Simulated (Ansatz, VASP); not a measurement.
## Two plane-wave programs on Cr

```xyz
2
Lattice="1.1485 -2.4633 0.0000 1.1485 2.4633 0.0000 0.0000 0.0000 4.0972" Properties=species:S:1:pos:R:3 pbc="T T T"
Cr    1.1485    1.8204    3.0729
Cr    1.1485   -1.8204    1.0243
```

Alike in both runs: functional r2SCAN; k mesh 20 × 20 × 10; occupations gaussian, width 0.1 eV; no spin polarisation.

Ansatz relaxed the structure, and its values are those at the end. VASP's run is a single point on that final structure, the one shown.

|  | VASP | Ansatz |
| --- | --- | --- |
| version | VASP 6.6.1 | Ansatz 0.2.0 |
| potentials or method | VASP PAW PBE potentials, release 64 (Cr_pv) | scalar-relativistic, plane waves, PAW |
| plane-wave cutoff (eV) | 520 | 500 |
| valence electrons in the cell | 24 | 28 |

```csv
,VASP,Ansatz,Ansatz less VASP
gap on the k mesh at the Fermi level (eV),none,none,-
pressure (GPa),0.8,0.0,-0.83
```

A gap of «none» marks a metal or a gap that the smearing closes. The two sets of potentials don't hold the same shells in valence.

Caveats: the PAW data sets were made with another functional, which shifts forces and pressure a little (VASP); the run has no spin polarisation, though such a crystal can be magnetic. Spin polarisation is off, so any magnetic state and its effect on volume and gap are missing.
